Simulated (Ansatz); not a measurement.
The system is Cu.

```
Cu
1.0
     0.00000    1.80750    1.80750
     1.80750    0.00000    1.80750
     1.80750    1.80750    0.00000
Cu
1
Direct
  0.00000 0.00000 0.00000
```

Base run:

```yaml
Program: Ansatz 0.2.0
Functional: revPBE
Potentials_or_basis: Ansatz PAW
Cutoff: "420 eV (not typed: the program's choice for these potentials)"
k_mesh: 13 × 13 × 13
Occupations: fermi-dirac, width 0.05 eV
Spin: no spin polarisation
```

Its results: band gap on the k mesh none (metal or under the smearing width); pressure 5.2 GPa.

The run is repeated on the same cell with these changes: functional from revPBE to RPBE. What comes out?

Band gap on the k mesh none (metal or under the smearing width); pressure 6.6 GPa.

Caveats: the PAW data sets come from PBE, with cores solved anew for the run's functional, which leaves a small shift of forces and pressure.
